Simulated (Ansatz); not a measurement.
One crystal and one scan (energy against volume) at two levels, PBE (plane waves to 420 eV, PAW, scalar-relativistic; Ansatz, a first-principles code) and r2SCAN (plane waves to 500 eV, PAW, scalar-relativistic; Ansatz), each from its own relaxed cell and on its own mesh.

The crystal is BeO (wurtzite); the cell is scaled evenly about its relaxed volume V₀.

The energy includes the smearing's −TS. BeO was relaxed with its symmetry unable to fall. With the shape held, the modulus is that of even scaling; a crystal free to change shape is softer. Both scans cover V/V₀ from 0.840 to 1.160.

```
quantity                                                                     run 1  run 2
---------------------------------------------------------------------------  -----  -----
Lattice constant a (Å)                                                       2.690  2.712
Lattice constant c (Å)                                                       4.370  4.405
Relaxed volume (Å³/atom)                                                      6.85   7.01
Pressure at the smallest volume (GPa)                                         54.3   50.4
Energy cost of the largest compression (meV/atom)                            161.8  153.9
Energy cost of the largest expansion (meV/atom)                               97.4   92.6
Bulk modulus at fixed cell shape B₀ (third-order Birch-Murnaghan fit) (GPa)  225.3  209.2
Pressure for 5 % compression (fit) (GPa)                                      12.7   11.8
```

Question: Which run is which level?

Answer: Run 2 is PBE, run 1 is r2SCAN. PBE gives the higher value for: lattice constant a; lattice constant c; relaxed volume. PBE gives the lower value for: pressure at the smallest volume; energy cost of the largest compression; energy cost of the largest expansion; bulk modulus at fixed cell shape B₀; pressure for 5 % compression.

(Under strain, the slope of the energy per volume gives the stress and its curvature an elastic modulus.)
